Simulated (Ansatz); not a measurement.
input.yaml for ScAl3 (Ansatz 0.2.0)

```yaml
crystal:
  lattice:
    - [-2.012795, 2.012795, 4.423196]
    - [2.012795, -2.012795, 4.423196]
    - [2.012795, 2.012795, -4.423196]
  atoms:
    - { symbol: Sc, position: [0.0, 0.0, 0.0] }
    - { symbol: Al, position: [0.75, 0.25, 0.5] }
    - { symbol: Al, position: [0.25, 0.75, 0.5] }
    - { symbol: Al, position: [0.5, 0.5, 0.0] }
basis:
  ecutwfc: 420
kpoints:
  mp_grid: { grid: [6, 6, 6] }
hamiltonian:
  xc: pw92
scf:
  occupations: { method: gaussian, width: 0.1 }
  convergence: { dr2_threshold: "1e-13 eV" }
output:
  forces: true
  stress: true
  eigenvalues: true
```

Command:

```bash
ansatz run input.yaml --threads 1 --pin off --max-ram 1331MiB --backend cpu --events-out ev --progress --plain --runs-dir out
```

From the log (HF is the Harris–Foulkes energy, dr2 the density residual in eV):

```text
Pseudopotential: Sc, paw, valence charge 11, recommended cutoff 420 eV (normal)
Pseudopotential: Al, paw, valence charge 3, recommended cutoff 420 eV (normal)
Crystal: 4 atoms, lattice volume = 71.680 Å³
Basis set: ecut = 420 eV, 1387 PW (Γ)
Bands: 14, of which v1, the nominal top of the filled ones, is band 10 counted from 1 (9 counted from 0)
Symmetry: 16 space group operations
Space group: I4/mmm (ITA 139), of the structure as read, at distance tolerance 4.2e-5 Å
k-points: 30 of 216
PAW frozen core: Sc, regenerated for the run's functional, and the local potential with it (the file was generated under x = pbe(κ = 0.804, μ = 0.2195), c = pbe(β = 0.0667))
PAW frozen core: Al, regenerated for the run's functional, and the local potential with it (the file was generated under x = pbe(κ = 0.804, μ = 0.2195), c = pbe(β = 0.0667))
Initial density: superposition of atomic densities, corrected by the library's trained network
SCF iter   1: HF=-3629.184863 eV  Δρ=4.51e-3  dr2=1.64e-2
SCF iter   2: HF=-3629.181182 eV  Δρ=2.22e-3  dr2=4.11e-3
SCF iter   3: HF=-3629.180228 eV  Δρ=9.03e-4  dr2=7.42e-4
SCF iter   4: HF=-3629.179984 eV  Δρ=1.19e-4  dr2=9.78e-6
   ...
SCF iter   8: HF=-3629.179980 eV  Δρ=1.05e-7  dr2=9.33e-12
SCF iter   9: HF=-3629.179980 eV  Δρ=1.20e-8  dr2=1.80e-13 (applied; sched 1.00e-12)
SCF iter  10: F=-3629.179980 eV  HF=-3629.179980 eV  Δρ=1.52e-9  dr2=1.33e-15
SCF 1 converged in 10 iterations: F = -3629.179980 eV  dr2 = 1.33e-15
SCF converged after 10 iterations
Free energy (F): -3629.179980 eV
E sigma→0 (E₀):  -3629.175398 eV
Entropy (-TS):   -0.009166 eV (-2.291 meV/atom)
Fermi energy:    8.067383 eV
--- Forces (eV/Å), atoms counted from 1 ---
  atom   1  Sc     0.00000000    -0.00000000     0.00000000
  atom   2  Al     0.00000000     0.00000000     0.00000000
  atom   3  Al    -0.00000000    -0.00000000    -0.00000000
  atom   4  Al     0.00000000    -0.00000000     0.00000000
--- Stress (GPa, compression-positive) ---
       -4.169371      -0.000000       0.000000
       -0.000000      -4.169371      -0.000000
        0.000000       0.000000      -5.934264
  P = ⅓ Tr σ = -4.7577 GPa (-47.577 kbar)
```

These settings were drawn at random to show what each does; none of the numbers is a converged property of the crystal.